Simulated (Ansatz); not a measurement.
# SiO2 — field gradients at the nuclei

The cell is a Materials Project structure (computed, not necessarily an observed phase), taken as it stands.

```
Si O
1.0
    -3.59684    3.59684    6.06359
     3.59684   -3.59684    6.06359
     3.59684    3.59684   -6.06359
Si O
5 10
Direct
  0.00000 0.00000 0.00000
  0.78778 0.99377 0.20599
  0.00623 0.21222 0.79401
  0.41822 0.21222 0.20599
  0.78778 0.58178 0.79401
  0.26061 0.07909 0.18152
  0.92091 0.10243 0.18152
  0.92091 0.73939 0.81848
  0.89757 0.07909 0.81848
  0.73371 0.73371 0.00000
  0.26629 0.26629 0.00000
  0.56677 0.06677 0.13354
  0.93323 0.06677 0.50000
  0.56677 0.43323 0.50000
  0.93323 0.43323 0.86646
```

Atom numbers follow the list; atoms alike are taken as one site, whose name carries the number of the first.

Method: Kohn–Sham DFT in Ansatz, r2SCAN, plane waves and PAW (field gradients read without the response of the frozen cores, which leaves them typically 4 to 6 % off), scalar-relativistic, 500 eV cutoff, Γ-centred 4×4×4 k-points, Fermi–Dirac smearing 0.02 eV.

Conventions: |V_zz| ≥ |V_yy| ≥ |V_xx|, η = (V_xx − V_yy)/V_zz, C_Q = eQV_zz/h. Directions are in the Cartesian axes of the cell vectors above, for the atom listed; none is given where the gradient is under 0.02 or η is above 0.95.

```
site  first atom                 first shell  V_zz (10²¹ V/m²)     η  direction of V_zz (x, y, z)
 Si1           1               4 O at 1.62 Å             -1.79  0.00               0.00 0.00 1.00
 Si2           2          4 O at 1.61–1.62 Å             -1.32  0.37              0.91 0.00 -0.42
  O6           6  2 Si at 1.62 Å, angle 133°              8.84  0.22               0.00 0.50 0.87
 O10          10  2 Si at 1.62 Å, angle 132°              8.97  0.22               1.00 0.00 0.00
 O12          12  2 Si at 1.61 Å, angle 153°              9.94  0.08             0.68 -0.68 -0.29
```

An axis of threefold or higher order runs through Si1, so V_zz lies along it and η is zero. At O6, O10 and O12 V_zz runs parallel to the line that joins its two neighbours (within 1°) in each case.

The run took 15 s of wall time (15 s of CPU time) and 1.4 GiB at its peak, on 1 thread of AMD EPYC 9R45 (Zen 5) (x86_64; 16 cores open to the job, memory cap 3.0 GiB, no GPU), a shared host with a load of 0.2 a core.
